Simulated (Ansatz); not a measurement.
# TiPbO3 single point

Input file of Ansatz 0.2.0:

```yaml
crystal:
  lattice:
    - [3.98849385, 0.0, 3.98849385]
    - [0.0, 3.98849385, 0.0]
    - [3.98849385, 0.0, -3.98849385]
  atoms:
    - { symbol: Pb, position: [0.0, 0.0, 0.0] }
    - { symbol: Pb, position: [0.5, 0.0, 0.5] }
    - { symbol: Ti, position: [0.0, 0.5, 0.5] }
    - { symbol: Ti, position: [0.5, 0.5, 0.0] }
    - { symbol: O, position: [0.25, 0.5, 0.75] }
    - { symbol: O, position: [0.75, 0.5, 0.25] }
    - { symbol: O, position: [0.0, 0.0, 0.5] }
    - { symbol: O, position: [0.5, 0.0, 0.0] }
    - { symbol: O, position: [0.25, 0.5, 0.25] }
    - { symbol: O, position: [0.75, 0.5, 0.75] }
kpoints:
  mp_grid: { grid: [4, 6, 4], shift: [0, 0, 0] }
  band_path:
    path:
      - [0.0, 0.0, 0.0]
      - [0.0, 0.5, 0.0]
      - [0.5, 0.5, 0.5]
      - [0.0, 0.0, 0.0]
      - [1.0, 0.5, 0.0]
      - [0.0, 0.5, 0.0]
      - [1.0, 0.5, 0.0]
      - [0.5, 0.5, 0.5]
    npoints: 8
magnetization:
  spin_polarized: true
scf:
  occupations: { method: fermi_dirac, width: 0.0443 }
  lower_state_search: "off"
  max_iter: 200
hamiltonian:
  pseudopotentials: { kind: paw }
  xc: pbe
  hubbard:
    projectors: all-electron-ortho-atomic
    sites: [{ species: Ti, l: d, u_eff: 4.38 }]
basis:
  ecutwfc: 420
  fft_grid_basis: typed
output:
  forces: true
  stress: true
  eigenvalues: true
  bader: true
  populations: true
  elf: true
  write_potential: true
  volumetric_format: npy
  dos:
    e_range: [-12, 8]
    de: 0.05
    projected: { site_lists: { O: [O], Pb: [Pb], Ti: [Ti] } }
checkpoint:
  read: saved_state
```

The run starts from an earlier solution of this cell. The state carries no moments; the state need not be the lowest.

Excerpt of what it printed:

```
Pb: projections on atomic orbitals take those of the free atom [Xe 4f14] 5d10 6s2 6p2, of charge +0.00 (hamiltonian.pseudopotentials.projection_atoms); the dataset's partial waves leave at most 2.1e-5 of an orbital's norm unspanned inside its sphere
Ti: projections on atomic orbitals take those of the free atom [Ne] 3s2 3p6 3d2 4s2, of charge +0.00 (hamiltonian.pseudopotentials.projection_atoms); the dataset's partial waves leave at most 4.1e-7 of an orbital's norm unspanned inside its sphere
O: projections on atomic orbitals take those of the free atom [He] 2s2 2p4, of charge +0.00 (hamiltonian.pseudopotentials.projection_atoms); the dataset's partial waves leave at most 1.9e-8 of an orbital's norm unspanned inside its sphere
band count auto-derived: 56 (N_el = 88.0; filled up to band 44; 54 by the electrons, moments and atoms)
Pseudopotentials: kind: paw
Pseudopotential: Pb, paw, valence charge 14, recommended cutoff 420 eV (normal), Pb.paw.azcp
Pseudopotential: Ti, paw, valence charge 12, recommended cutoff 420 eV (normal), Ti.paw.azcp
Pseudopotential: O, paw, valence charge 6, recommended cutoff 420 eV (normal), O.paw.azcp
Functional definition: PBE
  exchange = pbe_x(kappa = kappa, mu = beta*pi^2/3)
  correlation = pbe_c(beta = beta)
Crystal: 10 atoms, lattice volume = 126.899 Å³
Basis set: ecut = 420 eV, 2465 PW (Γ), exchange–correlation on 80×54×80 points (8 copies of the dense FFT grid, shifted against one another)
Bands: 56, of which v1, the nominal top of the filled ones, is band 44 counted from 1 (43 counted from 0)
Symmetry: 32 space group operations
Space group: Pm-3m (ITA 221), of the structure as read, at distance tolerance 5.0e-5 Å
k-points: 24 of 96
Initial density: read from a saved state, or passed on in memory by an earlier SCF of this step, an earlier step, the calling program or the single point that the run made first
Functional: x = pbe(κ = 0.804, μ = 0.2195), c = pbe(β = 0.0667)
SCF iter   1: F=—  Δρ=2.02e-3  dr2=1.60e-3  dr2_m=0.00e0  M=0.000 μB ∫|m|=0.000 μB
SCF iter   2: F=—  Δρ=1.43e-3  dr2=7.77e-4  dr2_m=0.00e0  M=0.000 μB ∫|m|=0.000 μB
SCF iter   3: F=—  Δρ=1.50e-4  dr2=6.34e-5  dr2_m=0.00e0  M=0.000 μB ∫|m|=0.000 μB
SCF iter   4: F=—  Δρ=2.74e-5  dr2=1.24e-6  dr2_m=0.00e0  M=0.000 μB ∫|m|=0.000 μB
SCF iter   5: F=—  Δρ=6.26e-6  dr2=1.14e-7  dr2_m=0.00e0  M=0.000 μB ∫|m|=0.000 μB
SCF iter   6: F=-32217.3081 eV  Δρ=1.77e-6  dr2=8.92e-9  dr2_m=0.00e0  M=0.000 μB ∫|m|=0.000 μB
Magnetization: 0.0000 μB (44.0000 up, 44.0000 down)
Absolute magnetization: 0.0000 μB (∫|ρ↑−ρ↓|)
Spin contamination: 0.0000 ħ² per cell (⟨S²⟩ above its minimum at these occupations)
Per-site moments (μB) at R_I (Å): [(0.0, 1.1634), (0.0, 1.1634), (0.0, 0.8226), (0.0, 0.8226), (0.0, 0.8226), (0.0, 0.8226), (0.0, 0.8226), (0.0, 0.8226), (0.0, 0.8226), (0.0, 0.8226)]
Free energy (F): -32217.3081 eV
Harris-Foulkes:  -32217.3081 eV  (|F-HF|=5.89e-9)
Internal energy: -32217.3081 eV  (E = F + TS)
E sigma→0 (E₀):  -32217.3081 eV
Fermi energy:    11.4338 eV
--- Per-component energies (eV) ---
  E_band       = -360.3324
  E_kinetic    = 2161.6572
  E_local      = -5216.2112  (includes V_loc(G=0)·N_el)
  E_nonlocal   = 989.1725
  E_hartree    = 1988.8149
  E_xc         = -1084.5503
  E_vxc        = -1080.0603  (∫ρ·V_xc dr)
  E_hubbard    = 7.0637  (on-site DFT+U / exact-exchange correction)
  E_vhub       = 4.9661  (the Hubbard potential's part of the band-sum identity)
  E_paw        = -23837.5575  (= ΣΔE_a)
  E_vpaw       = -1197.5003  (= ΣTr[D̂ρ^β])
  E_aug_tail   = 0.0151  (compensation charges beyond the density's cutoff)
  E_ewald      = -7225.7125
  E_smearing   =  0.0000  (= −TS)
--- Stress (GPa, compression-positive) ---
       -1.3836       0.0000       0.0000
        0.0000      -1.4098       0.0000
        0.0000       0.0000      -1.3836
  P = ⅓ Tr σ = -1.3924 GPa (-13.924 kbar)
--- Löwdin populations: 10 sites ---
  site symbol       q [e]    m [muB]
     0     Pb     13.0491     0.0000
     1     Pb     13.0491     0.0000
     2     Ti     10.4994     0.0000
     3     Ti     10.4994     0.0000
     4      O      6.7594     0.0000
     5      O      6.7594     0.0000
     6      O      6.7596     0.0000
     7      O      6.7596     0.0000
     8      O      6.7594     0.0000
     9      O      6.7594     0.0000
  spilling = 0.0039 (of n_electrons = 88.0000)
--- Bader charges: 10 sites ---
  site symbol  charge [e]  shift [e]    m [muB]
     0     Pb      1.3780     0.0000     0.0000
     1     Pb      1.3780     0.0000     0.0000
     2     Ti      2.3912     0.0029     0.0000
     3     Ti      2.3912     0.0029     0.0000
     4      O     -1.2563     0.0010     0.0000
     5      O     -1.2563     0.0010     0.0000
     6      O     -1.2565     0.0010     0.0000
     7      O     -1.2565     0.0010     0.0000
     8      O     -1.2563     0.0010     0.0000
     9      O     -1.2563     0.0010     0.0000
```

Absolute energies hang on the potentials; compare differences alone.

Origin: a database entry at a rescaled volume. Caveats: the input typed no starting moments.
